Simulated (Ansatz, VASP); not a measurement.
**Two plane-wave programs on BN**

```
CELL_PARAMETERS angstrom
2.50519 0.00000 0.00000
1.25009 2.17100 0.00000
0.00000 0.00000 23.67896
ATOMIC_POSITIONS crystal
B 0.49989 0.49989 0.35897
B 0.99989 0.99989 0.50000
B 0.49989 0.49989 0.64103
N 0.83341 0.83341 0.35897
N 0.33341 0.33341 0.50000
N 0.83341 0.83341 0.64103
```

Alike in both runs: functional PBE; dispersion D3(BJ); k mesh 12 × 12 × 1; occupations gaussian, width 0.05 eV; no spin polarisation.

Ansatz relaxed the structure, and its values are those at the end. VASP's run is a single point on that final structure, the one shown.

|  | VASP | Ansatz |
| --- | --- | --- |
| version | VASP 6.6.1 | Ansatz 0.2.0 |
| potentials or method | VASP PAW PBE potentials, release 64 (B, N) | scalar-relativistic, plane waves, PAW |
| plane-wave cutoff (eV) | 520 | 420 |
| valence electrons in the cell | 24 | 24 |

```csv
,VASP,Ansatz,Ansatz less VASP
gap on the k mesh at the Fermi level (eV),3.95,3.96,+0.007
least direct gap on the mesh (eV),4.32,4.33,+0.003
rms of the force components (eV/Å),0.009,0.009,0.0000
```

Ansatz warned: «published_levels_not_confirmed».
